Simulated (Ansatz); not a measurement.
CaO built on the wurtzite prototype (no longer in that coordination), relaxed with r2SCAN: the symmetry is P6_3/mmc (No. 194, hexagonal); conventional cell a = 3.981 Å, c = 4.770 Å, 16.37 Å³ an atom. Ca has 5 O at 2.30–2.39 Å; O has 5 Ca at 2.30–2.39 Å. One-shot G0W0@PBE in the PAW code Ansatz on a 6×6×4 mesh (contour deformation, no spin-orbit coupling), from a PBE gap of 3.205 eV over the mesh points (the G0W0 gap is direct on the mesh); the number N of bands summed and the screening cutoff rise together. No spin polarisation and no zero-point or thermal motion; the cell was built from a prototype and may be hypothetical.

```
  N  cutoff (eV)  1000/N  G0W0 gap (eV)
122           80   8.197          4.304
164          100   6.098          4.397
375          180   2.667          4.644
```

**Question.** Lay a straight line in 1000/N through these rows.

**Answer.** The slope is -0.0625 eV per unit of 1000/N and the intercept 4.802 eV.

**Question.** Predict the gap at N = 712 (260 eV).

**Answer.** 4.802 + (-0.0625) × 1.404 = 4.714 eV; the run gives 4.751 eV, +0.037 eV from the line.

**Question.** With that run's result added, what limit do the last two rows suggest?

**Answer.** Their slope is (4.751 − 4.644)/(1.404 − 2.667) = -0.0847, which meets 1/N = 0 at 4.87 eV, against 4.802 eV from the first line. The slope steepens, so 1/N isn't yet asymptotic and the true limit probably lies higher still; the k mesh isn't extrapolated.
